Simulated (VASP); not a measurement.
P: single point with PBEsol

P:

```
CELL_PARAMETERS angstrom
1.67395 0.96646 3.22357
-1.67395 0.96646 3.22357
0.00000 -1.93291 3.22357
ATOMIC_POSITIONS crystal
P 0.22708 0.22708 0.22708
P 0.77292 0.77292 0.77292
```

The cell isn't the ideal one: strain -0.030 along x and y, +0.030 along z, atoms carried along.

```
Program             : VASP 6.6.1
Task                : single point
Functional          : PBEsol
Potentials or basis : VASP PAW PBE potentials, release 64 (P)
Cutoff              : 520 eV
k mesh              : 18 × 18 × 18
Occupations         : gaussian, width 0.15 eV
Spin                : no spin polarisation
```

| Quantity | Value |
| --- | --- |
| Pressure | 2.8 GPa |
| Largest force | 0.386 eV/Å |
| Band gap on the k mesh | none (metal or under the smearing width) |

Forces in eV/Å, atoms in the order of the input:
```
P    0.000  0.000  0.386
P    0.000  0.000 -0.386
```

Stress tensor (GPa, compression positive):
```
 4.51  0.00  0.00
 0.00  4.51  0.00
 0.00  0.00 -0.69
```

Levels at points of the mesh, in eV from the Fermi level:
| k point | band 1 | band 2 | band 3 | band 4 | band 5 | band 6 | band 7 | band 8 | band 9 | band 10 |
| --- | --- | --- | --- | --- | --- | --- | --- | --- | --- | --- |
| (0.00, 0.00, 0.00) | -16.83 | -3.83 | -3.75 | -2.55 | -2.55 | 1.67 | 2.78 | 2.78 | 6.15 | 6.15 |
| (0.50, 0.00, 0.00) | -13.18 | -11.95 | -3.83 | -3.80 | -0.87 | -0.12 | -0.03 | 0.81 | 7.80 | 9.25 |
| (0.50, 0.50, 0.00) | -12.95 | -10.27 | -6.77 | -5.66 | -5.20 | 0.00 | 6.19 | 7.68 | 8.20 | 9.08 |
| (0.50, 0.50, 0.50) | -15.09 | -11.18 | -2.47 | -2.47 | 0.33 | 0.33 | 0.99 | 2.90 | 8.49 | 9.35 |

It took 90 s on 1 thread of Intel(R) Xeon(R) 6975P-C (Granite Rapids), with other jobs on the host, peak memory 0.28 GiB.

Caveat: the PAW data sets were made with another functional, which shifts forces and pressure a little.
